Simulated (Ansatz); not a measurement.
# A series in volume per atom on GaAs

All results are calculated (Ansatz 0.2.0). Density functional stress and forces at fixed atoms, pressure and stress positive in compression, spin-unpolarised plane waves.

Cell of the first row (space group F-43m, No. 216):
```
CELL_PARAMETERS angstrom
0.00000 2.71980 2.71980
2.71980 0.00000 2.71980
2.71980 2.71980 0.00000
ATOMIC_POSITIONS crystal
Ga 0.00000 0.00000 0.00000
As 0.25000 0.25000 0.25000
```

Settings of every row: periodic directions 3; functional HSE06; spin orbit no; potentials PAW; wave cutoff 420 eV; k mesh 6x6x6; smearing width 0 eV.

Limits: stress loosely converged.

```
row  volume per atom (Å³)  pressure (GPa)
  1                20.118            12.7
  2                20.536            10.2
  3                20.754             9.1
  4                20.818             8.7
  5                20.979             7.9
  6                21.076             7.4
  7                21.402             5.9
  8                22.064               ?
  9                22.739             0.6
 10                23.428            -1.5
```

Question: what pressure should row 8 give?

Worked fit of pressure. Take u = (V_r/V)^(2/3) − 1 with V_r = 20.979 Å³ an atom, which is twice the finite (Eulerian) strain; such expansions in the strain, on which the Birch-Murnaghan equation of state is built, carry the rest volume and the bulk modulus. The shown rows have u = 0.02833, 0.01433, 0.00721, 0.00515, 0, -0.00307, -0.01322, -0.05229, -0.07096. Least squares give pressure = 7.9 + 158.5 × u + 366 × u² GPa; a straight line predicts inner rows, each left out in turn, worse (root mean square 0.23 against 0.036 GPa). All shown rows lie on it to the printed digit. The pressure vanishes at u = -0.0575, or V = 22.93 Å³ an atom, and there the bulk modulus with atoms relaxed is B = −V dP/dV = (2/3)(1 + u) dP/du = 73.2 GPa. The withheld row has u = -0.03306, so the fit gives 7.9 + 158.5 × (-0.03306) + 366 × (-0.03306)² = 3.1 GPa.

The calculation gave 3.1 GPa. The fit meets it to the printed digit.
